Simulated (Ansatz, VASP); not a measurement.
InP in VASP and in Ansatz

INCAR

```
SYSTEM = InP
PREC = Accurate
ENCUT = 520
EDIFF = 1E-6
ISMEAR = 0
SIGMA = 0.05
LREAL = .FALSE.
LASPH = .TRUE.
NELM = 80
ALGO = Normal
ISIF = 2
LWAVE = .FALSE.
LCHARG = .FALSE.
GGA = RP
```

File KPOINTS:

```
regular mesh
0
G
  8 8 8
  0 0 0
```

Contents of POSCAR:

```
InP
1.0
    0.0000000000      2.9305000000      2.9305000000
    2.9305000000      0.0000000000      2.9305000000
    2.9305000000      2.9305000000      0.0000000000
In P
1 1
Cartesian
    0.0000000000      0.0000000000      0.0000000000
    4.3957500000      4.3957500000      4.3957500000
```

Contents of input.yaml:

```yaml
crystal:
  lattice:
    - [0.0, 2.9305, 2.9305]
    - [2.9305, 0.0, 2.9305]
    - [2.9305, 2.9305, 0.0]
  atoms:
    - { symbol: In, position: [0.0, 0.0, 0.0] }
    - { symbol: P, position: [0.75, 0.75, 0.75] }
hamiltonian:
  xc: rpbe
  pseudopotentials: { kind: paw }
kpoints:
  mp_grid: { grid: [8, 8, 8] }
scf:
  occupations: { method: gaussian, width: 0.05 }
output:
  forces: true
  stress: true
  eigenvalues: true
  write_density: true
  write_potential: true
  elf: true
  volumetric_format: npy
```

Alike in both runs: task single point; functional RPBE; k mesh 8 × 8 × 8; occupations gaussian, width 0.05 eV; no spin polarisation.

|  | VASP | Ansatz |
| --- | --- | --- |
| version | VASP 6.6.1 | Ansatz 0.2.0 |
| potentials or method | VASP PAW PBE potentials, release 64 (In_d, P) | Ansatz PAW |
| plane-wave cutoff (eV) | 520 | 420 |
| valence electrons in the cell | 18 | 18 |

```csv
,VASP,Ansatz,Ansatz less VASP
gap on the k mesh at the Fermi level (eV),0.84,0.85,+0.007
least direct gap on the mesh (eV),0.84,0.85,+0.007
pressure (GPa),5.1,5.2,+0.06
```

Caveats: spin-orbit coupling is left out, which moves the levels of the heavy elements; the PAW data sets were made with another functional, which shifts forces and pressure a little (VASP); the PAW data sets come from PBE, with cores solved anew for the run's functional, which leaves a small shift of forces and pressure (Ansatz). A hybrid or GW would open this gap; RPBE tends to underestimate it.
